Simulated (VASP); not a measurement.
Write the native input for VASP 6.6.1 that does the following.

```yaml
Task: relaxation of cell and atoms
Functional: LDA
Potentials_or_basis: VASP PAW LDA potentials, release 64 (Au)
Cutoff: 600 eV
k_mesh: 18 × 18 × 18
Occupations: gaussian, width 0.1 eV
Spin: no spin polarisation
Further_INCAR_settings: ALGO = Normal; EDIFF = 1e-07; IBRION = 2; EDIFFG = -0.005; NSW = 90; ISIF = 3
```

The structure of Au lies in POSCAR:

```
Au
1.0
    0.0000000000      2.0585000000      2.0585000000
    2.0585000000      0.0000000000      2.0585000000
    2.0585000000      2.0585000000      0.0000000000
Au
1
Direct
    0.0000000000      0.0000000000      0.0000000000
```

One way to write it, as run:

INCAR

```
SYSTEM = Au
ALGO = Normal
EDIFF = 1E-7
EDIFFG = -0.005
ENCUT = 600
IBRION = 2
ISIF = 3
ISMEAR = 0
LASPH = .TRUE.
LCHARG = .FALSE.
LREAL = .FALSE.
LWAVE = .FALSE.
NELM = 60
NSW = 90
PREC = Accurate
SIGMA = 0.1
```

KPOINTS

```
k-points
0
G
  18 18 18
  0 0 0
```

Potentials or basis: VASP PAW LDA potentials, release 64 (Au).

Launch:

```bash
$ cat potpaw_LDA.64/Au/POTCAR > POTCAR
$ mpirun -np 1 vasp_std > vasp.out
```

Results of the run:

```json
{
 "Relaxed volume": "16.64 Å³/atom",
 "Relaxed cell": "a = 2.866 Å, b = 2.866 Å, c = 2.866 Å, α = 60.00°, β = 60.00°, γ = 60.00°",
 "Space group after relaxing (to 0.05 Å)": "Fm-3m (No. 225)",
 "Energy gained by relaxing": "21.2 meV/atom",
 "Ionic steps": "4",
 "Pressure after relaxing": "0.0 GPa",
 "Band gap on the k mesh": "none (metal or under the smearing width)"
}
```

Run time: 23 s on 1 thread of Intel(R) Xeon(R) 6975P-C (Granite Rapids), with other jobs on the host, peak memory 0.17 GiB.
